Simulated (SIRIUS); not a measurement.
# CdSe in SIRIUS: convergence with radial points in a sphere

Input of the first run (radial points in a sphere 200); the others differ in this setting and in those tied to it:

The input sirius.json:

```json
{
  "control": {
    "processing_unit": "cpu",
    "std_evp_solver_name": "lapack",
    "gen_evp_solver_name": "lapack",
    "verbosity": 2,
    "print_forces": true,
    "ortho_rf": true,
    "use_second_variation": true,
    "rmt_max": 3.0,
    "num_bands_to_print": 24,
    "save_wf": true
  },
  "parameters": {
    "electronic_structure_method": "full_potential_lapwlo",
    "xc_functionals": ["XC_GGA_X_PBE", "XC_GGA_C_PBE"],
    "core_relativity": "dirac",
    "valence_relativity": "iora",
    "num_fv_states": 28,
    "smearing": "fermi_dirac",
    "smearing_width": 0.0018374661,
    "pw_cutoff": 20,
    "gk_cutoff": 3.5,
    "lmax_apw": 10,
    "lmax_rho": 8,
    "lmax_pot": 8,
    "num_mag_dims": 0,
    "auto_rmt": 0,
    "ngridk": [8, 8, 8],
    "shiftk": [0, 0, 0],
    "num_dft_iter": 80,
    "energy_tol": 1e-07,
    "density_tol": 1e-05,
    "use_symmetry": true
  },
  "settings": {"tol_ne": 1e-10},
  "iterative_solver": {"type": "exact"},
  "mixer": {"type": "anderson", "beta": 0.5, "max_history": 8},
  "unit_cell": {
    "lattice_vectors": [[0.0, 5.4309935137, 5.4309935137], [5.4309935137, 0.0, 5.4309935137], [5.4309935137, 5.4309935137, 0.0]],
    "atom_types": ["Cd", "Se"],
    "atom_files": {"Cd": "Cd.json", "Se": "Se.json"},
    "atoms": {"Cd": [[0.0, 0.0, 0.0]], "Se": [[0.5, 0.5, 0.5]]}
  }
}
```

The input Cd.json:

```json
{
  "name": "cadmium",
  "symbol": "Cd",
  "number": 48,
  "mass": 112.411,
  "rmin": 1e-06,
  "rmt": 2.54,
  "nrmt": 200,
  "rinf": 14.45,
  "core": "1s2s2p3s3p3d",
  "valence": [
    {"basis": [{"enu": -0.04, "dme": 0, "n": 0, "auto": 0}, {"enu": -0.04, "dme": 1, "n": 0, "auto": 0}]},
    {"l": 0, "n": 1, "basis": [{"enu": 0.06, "dme": 0, "n": 0, "auto": 0}]},
    {"l": 1, "n": 2, "basis": [{"enu": 0.06, "dme": 0, "n": 0, "auto": 0}]},
    {"l": 2, "n": 3, "basis": [{"enu": -0.0002, "dme": 0, "n": 0, "auto": 0}]},
    {"l": 3, "n": 4, "basis": [{"enu": 0.06, "dme": 0, "n": 0, "auto": 0}]}
  ],
  "lo": [
    {"l": 0, "basis": [{"enu": 0.06, "dme": 0, "n": 0, "auto": 0}, {"enu": 0.06, "dme": 1, "n": 0, "auto": 0}]},
    {
      "l": 0,
      "basis": [{"enu": -3.5989, "dme": 0, "n": 4, "auto": 1}, {"enu": -3.5989, "dme": 1, "n": 4, "auto": 1}]
    },
    {
      "l": 0,
      "basis": [{"enu": -3.5989, "dme": 1, "n": 4, "auto": 1}, {"enu": 0.06, "dme": 0, "n": 0, "auto": 0}]
    },
    {"l": 0, "basis": [{"enu": 0.06, "dme": 0, "n": 0, "auto": 0}, {"enu": 2.54, "dme": 0, "n": 0, "auto": 0}]},
    {"l": 1, "basis": [{"enu": 0.06, "dme": 0, "n": 0, "auto": 0}, {"enu": 0.06, "dme": 1, "n": 0, "auto": 0}]},
    {
      "l": 1,
      "basis": [{"enu": -2.1796, "dme": 0, "n": 4, "auto": 1}, {"enu": -2.1796, "dme": 1, "n": 4, "auto": 1}]
    },
    {
      "l": 1,
      "basis": [{"enu": -2.1796, "dme": 1, "n": 4, "auto": 1}, {"enu": 0.06, "dme": 0, "n": 0, "auto": 0}]
    },
    {"l": 1, "basis": [{"enu": 0.06, "dme": 0, "n": 0, "auto": 0}, {"enu": 2.912, "dme": 0, "n": 0, "auto": 0}]},
    {
      "l": 2,
      "basis": [{"enu": -0.0002, "dme": 0, "n": 0, "auto": 0}, {"enu": -0.0002, "dme": 1, "n": 0, "auto": 0}]
    },
    {
      "l": 2,
      "basis": [{"enu": -0.0002, "dme": 1, "n": 0, "auto": 0}, {"enu": -0.0002, "dme": 2, "n": 0, "auto": 0}]
    },
    {
      "l": 2,
      "basis": [{"enu": -0.0002, "dme": 0, "n": 0, "auto": 0}, {"enu": 2.4178, "dme": 0, "n": 0, "auto": 0}]
    },
    {"l": 3, "basis": [{"enu": 0.06, "dme": 0, "n": 0, "auto": 0}, {"enu": 0.06, "dme": 1, "n": 0, "auto": 0}]},
    {"l": 3, "basis": [{"enu": 0.06, "dme": 0, "n": 0, "auto": 0}, {"enu": 2.757, "dme": 0, "n": 0, "auto": 0}]}
  ],
  "free_atom": [... radial grid and density of the free atom, the start of the SCF ...]
}
```

File Se.json:

```json
{
  "name": "selenium",
  "symbol": "Se",
  "number": 34,
  "mass": 78.96,
  "rmin": 1e-06,
  "rmt": 2.4,
  "nrmt": 200,
  "rinf": 13.6,
  "core": "1s2s2p3s",
  "valence": [
    {"basis": [{"enu": -0.04, "dme": 0, "n": 0, "auto": 0}, {"enu": -0.04, "dme": 1, "n": 0, "auto": 0}]},
    {"l": 0, "n": 1, "basis": [{"enu": -0.0883, "dme": 0, "n": 0, "auto": 0}]},
    {"l": 1, "n": 2, "basis": [{"enu": 0.06, "dme": 0, "n": 0, "auto": 0}]},
    {"l": 2, "n": 3, "basis": [{"enu": 0.06, "dme": 0, "n": 0, "auto": 0}]},
    {"l": 3, "n": 4, "basis": [{"enu": 0.06, "dme": 0, "n": 0, "auto": 0}]}
  ],
  "lo": [
    {
      "l": 0,
      "basis": [{"enu": -0.0883, "dme": 0, "n": 0, "auto": 0}, {"enu": -0.0883, "dme": 1, "n": 0, "auto": 0}]
    },
    {
      "l": 0,
      "basis": [{"enu": -0.0883, "dme": 1, "n": 0, "auto": 0}, {"enu": -0.0883, "dme": 2, "n": 0, "auto": 0}]
    },
    {
      "l": 0,
      "basis": [{"enu": -0.0883, "dme": 0, "n": 0, "auto": 0}, {"enu": 1.995, "dme": 0, "n": 0, "auto": 0}]
    },
    {"l": 1, "basis": [{"enu": 0.06, "dme": 0, "n": 0, "auto": 0}, {"enu": 0.06, "dme": 1, "n": 0, "auto": 0}]},
    {
      "l": 1,
      "basis": [{"enu": -5.3006, "dme": 0, "n": 3, "auto": 1}, {"enu": -5.3006, "dme": 1, "n": 3, "auto": 1}]
    },
    {
      "l": 1,
      "basis": [{"enu": -5.3006, "dme": 1, "n": 3, "auto": 1}, {"enu": 0.06, "dme": 0, "n": 0, "auto": 0}]
    },
    {"l": 1, "basis": [{"enu": 0.06, "dme": 0, "n": 0, "auto": 0}, {"enu": 3.2544, "dme": 0, "n": 0, "auto": 0}]},
    {"l": 2, "basis": [{"enu": 0.06, "dme": 0, "n": 0, "auto": 0}, {"enu": 0.06, "dme": 1, "n": 0, "auto": 0}]},
    {
      "l": 2,
      "basis": [{"enu": -1.6595, "dme": 0, "n": 3, "auto": 1}, {"enu": -1.6595, "dme": 1, "n": 3, "auto": 1}]
    },
    {
      "l": 2,
      "basis": [{"enu": -1.6595, "dme": 1, "n": 3, "auto": 1}, {"enu": 0.06, "dme": 0, "n": 0, "auto": 0}]
    },
    {"l": 2, "basis": [{"enu": 0.06, "dme": 0, "n": 0, "auto": 0}, {"enu": 3.6711, "dme": 0, "n": 0, "auto": 0}]},
    {"l": 3, "basis": [{"enu": 0.06, "dme": 0, "n": 0, "auto": 0}, {"enu": 0.06, "dme": 1, "n": 0, "auto": 0}]},
    {"l": 3, "basis": [{"enu": 0.06, "dme": 0, "n": 0, "auto": 0}, {"enu": 3.0808, "dme": 0, "n": 0, "auto": 0}]}
  ],
  "free_atom": [... radial grid and density of the free atom, the start of the SCF ...]
}
```

The input sirius_start.json:

```json
{
  "control": {
    "processing_unit": "cpu",
    "std_evp_solver_name": "lapack",
    "gen_evp_solver_name": "lapack",
    "verbosity": 1,
    "print_forces": false,
    "ortho_rf": true,
    "use_second_variation": true,
    "rmt_max": 3.0,
    "num_bands_to_print": 24,
    "save_wf": false
  },
  "parameters": {
    "electronic_structure_method": "full_potential_lapwlo",
    "xc_functionals": ["XC_LDA_X", "XC_LDA_C_PW"],
    "core_relativity": "dirac",
    "valence_relativity": "iora",
    "num_fv_states": 28,
    "smearing": "fermi_dirac",
    "smearing_width": 0.0055123983,
    "pw_cutoff": 20,
    "gk_cutoff": 2.8,
    "lmax_apw": 10,
    "lmax_rho": 8,
    "lmax_pot": 8,
    "num_mag_dims": 0,
    "auto_rmt": 0,
    "ngridk": [3, 3, 3],
    "shiftk": [0, 0, 0],
    "num_dft_iter": 30,
    "energy_tol": 0.01,
    "density_tol": 0.05,
    "use_symmetry": true
  },
  "settings": {"tol_ne": 1e-10},
  "iterative_solver": {"type": "exact"},
  "mixer": {"type": "anderson", "beta": 0.5, "max_history": 8},
  "unit_cell": {
    "lattice_vectors": [[0.0, 5.4309935137, 5.4309935137], [5.4309935137, 0.0, 5.4309935137], [5.4309935137, 5.4309935137, 0.0]],
    "atom_types": ["Cd", "Se"],
    "atom_files": {"Cd": "Cd.json", "Se": "Se.json"},
    "atoms": {"Cd": [[0.0, 0.0, 0.0]], "Se": [[0.5, 0.5, 0.5]]}
  }
}
```

Potentials or basis: all-electron FP-LAPW, apw+lo standard.

Command:

```bash
$ OMP_NUM_THREADS=1 sirius.scf --input=sirius_start.json --output=start.json
$ OMP_NUM_THREADS=1 sirius.scf --input=sirius.json --output=output.json --task=1
```

Measurements of this composition are mostly on another form, of space group No. 186.

Hardware: 1 thread of Arm Neoverse V2, with other jobs on the host.

Problem. The values tried are 200, 300, 450, 700, 1000, 1500, loosest first. From which on does the energy stay within 1 meV/atom of the tightest run that finished?

Solution. From 700 on.

```csv
radial points in a sphere,"energy less the tightest run, at zero smearing (meV/atom)",SCF cycles,CPU time (s),peak memory (GiB)
200,-31.38,9,44,0.38
300,-6.79,8,41,0.39
450,-1.39,8,45,0.4
700,-0.23,8,50,0.43
1000,-0.05,8,57,0.49
1500,0.00,8,67,0.57
```

The tightest run that finished is the yardstick and may itself not be fully converged.
